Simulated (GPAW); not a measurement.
Input of a GPAW 26.7.0 run:

File run.py:

```python
from ase.dft.bandgap import bandgap
from ase.io import read, write
from ase.units import GPa
from gpaw import GPAW, PW

atoms = read('Ge.xyz')

calc = GPAW(mode=PW(600),
            xc='PBE',
            kpts={'size': (11, 11, 11), 'gamma': True},
            occupations={'name': 'methfessel-paxton', 'order': 0, 'width': 0.023},
            nbands=11,
            convergence={'density': 1e-05, 'energy': 1e-05},
            maxiter=150,
            txt='gpaw.txt')
atoms.calc = calc
energy = atoms.get_potential_energy()
forces = atoms.get_forces()
stress = atoms.get_stress()
calc.write('gs.gpw')
write('result.traj', atoms)
print(f'Energy: {energy:.6f} eV')
print('Forces (eV/A):')
print(forces.round(4))
print('Stress (GPa):', (stress / GPa).round(3))
print('Fermi level:', round(calc.get_fermi_level(), 4), 'eV')
print(f'Gap: {bandgap(calc)[0]:.4f} eV, direct: {bandgap(calc, direct=True)[0]:.4f} eV')
```

The input Ge.xyz:

```xyz
2
Lattice="-2.5744897190 2.5744897190 1.3974126432 2.5744897190 -2.5744897190 1.3974126432 2.5744897190 2.5744897190 -1.3974126432" Properties=species:S:1:pos:R:3 pbc="T T T"
Ge     0.0000000000      0.0000000000      1.3974126432
Ge     2.5744897190      0.0000000000      0.6987063216
```

Potentials or basis: GPAW PAW data sets (gpaw-data 1.2.1), pw.

Command:

```bash
$ OMP_NUM_THREADS=1 python run.py
```

Problem. What does it give for the pressure?

Solution. 3.1 GPa.

Problem. Predict the band gap on the k mesh.

Solution. None (metal or under the smearing width).

Stress tensor (GPa, compression positive):
```
2.93 0.00 0.00
0.00 2.93 0.00
0.00 0.00 3.34
```
